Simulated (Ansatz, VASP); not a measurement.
Two plane-wave programs on InAs

INCAR

```
PREC = Accurate
ENCUT = 600
EDIFF = 1E-6
ISMEAR = -1
SIGMA = 0.05
LREAL = False
LASPH = True
NELM = 100
ALGO = Fast
ISIF = 3
LWAVE = False
LCHARG = False
GGA = PE
IVDW = 12
IBRION = 2
NSW = 40
EDIFFG = -0.005
```

KPOINTS

```
Automatic mesh
0
Gamma
  8 8 8
```

The input POSCAR:

```
InAs
1.0
    0.0000000000      3.0180000000      3.0180000000
    3.0180000000      0.0000000000      3.0180000000
    3.0180000000      3.0180000000      0.0000000000
In As
1 1
Direct
    0.0000000000      0.0000000000      0.0000000000
    0.7500000000      0.7500000000      0.7500000000
```

input.yaml

```yaml
crystal:
  lattice:
    - [0.0, 3.018, 3.018]
    - [3.018, 0.0, 3.018]
    - [3.018, 3.018, 0.0]
  atoms:
    - { symbol: In, position: [0.0, 0.0, 0.0] }
    - { symbol: As, position: [0.75, 0.75, 0.75] }
hamiltonian:
  xc: pbe
  pseudopotentials: { kind: paw }
  dispersion: d3bj
kpoints:
  mp_grid: { grid: [8, 8, 8] }
scf:
  occupations: { method: fermi_dirac, width: 0.05 }
output:
  forces: true
  stress: true
relax:
  f_tol: 0.01
  max_steps: 40
  cell: { stress_tol: 0.05 }
```

Alike in both runs: task relaxation of cell and atoms; functional PBE; dispersion D3(BJ); k mesh 8 × 8 × 8; occupations fermi-dirac, width 0.05 eV; no spin polarisation.

|  | VASP | Ansatz |
| --- | --- | --- |
| version | VASP 6.6.1 | Ansatz 0.2.0 |
| potentials or method | VASP PAW PBE potentials, release 64 (In_d, As) | Ansatz PAW |
| plane-wave cutoff (eV) | 600 | 420 |
| valence electrons in the cell | 18 | 28 |

```csv
,VASP,Ansatz,Ansatz less VASP
relaxed volume (Å³/atom),28.57,28.56,-0.009
relaxed cell length with the largest relative difference (Å),4.323,4.323,-0.0005
energy change over the relaxation (meV/atom),-7,-7,+0.5
```

The two sets of potentials don't hold the same shells in valence.

Caveats: pairwise dispersion overbinds metals, which lowers pressure and volume (VASP); the plane-wave basis is chosen anew once the cell has moved, so the energies of steps on either side of that aren't comparable (Ansatz). Zero-point motion and thermal expansion aren't in these numbers.
